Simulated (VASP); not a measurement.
A run of VASP 6.6.1 is set up as follows.

The input INCAR:

```
SYSTEM = ZrB2
PREC     = Accurate       ! precision mode
ENCUT    = 600            ! plane-wave cutoff, eV
EDIFF    = 1E-6           ! SCF threshold, eV
ISMEAR   = 1              ! smearing method
SIGMA    = 0.1            ! smearing width, eV
LREAL    = .False.        ! projectors in reciprocal space
LASPH    = .True.         ! aspherical terms in the spheres
NELM     = 80             ! most SCF steps
ALGO     = Normal         ! electronic algorithm
ISIF     = 3              ! what is computed and relaxed
LWAVE    = .False.        ! write WAVECAR
LCHARG   = .False.        ! write CHGCAR
GGA      = CA             ! functional
IBRION   = 2              ! ionic algorithm
NSW      = 90             ! ionic steps
EDIFFG   = -0.01          ! ionic threshold
```

File KPOINTS:

```
regular mesh
0
Gamma
  15 15 10
  0 0 0
```

Contents of POSCAR:

```
ZrB2
1.0
    3.1700000000      0.0000000000      0.0000000000
   -1.5850000000      2.7453005300      0.0000000000
    0.0000000000      0.0000000000      3.5330000000
Zr B
1 2
Direct
    0.0000000000      0.0000000000      0.0000000000
    0.3333333300      0.6666666700      0.5000000000
    0.6666666700      0.3333333300      0.5000000000
```

Potentials or basis: VASP PAW LDA potentials, release 64 (Zr_sv, B).

Command:

```bash
$ cat potpaw_LDA.64/Zr_sv/POTCAR potpaw_LDA.64/B/POTCAR > POTCAR
$ mpirun -np 1 vasp_std > vasp.out
```

Problem. Predict the relaxed volume.

Solution. 9.90 Å³/atom.

Problem. Estimate the space group after relaxing (to 0.05 Å).

Solution. P6/mmm (No. 191).

Problem. What does it give for the relaxed cell?

Solution. a = 3.135 Å, b = 3.135 Å, c = 3.489 Å, α = 90.00°, β = 90.00°, γ = 120.00°.

Final structure:
```
Zr B
1.0
     3.13503    0.00000    0.00000
    -1.56751    2.71501    0.00000
     0.00000    0.00000    3.48905
Zr B
1 2
Direct
  0.00000 0.00000 0.00000
  0.33333 0.66667 0.50000
  0.66667 0.33333 0.50000
```

LDA usually gives volumes a few per cent too small. Zero-point motion and thermal expansion aren't in these numbers.
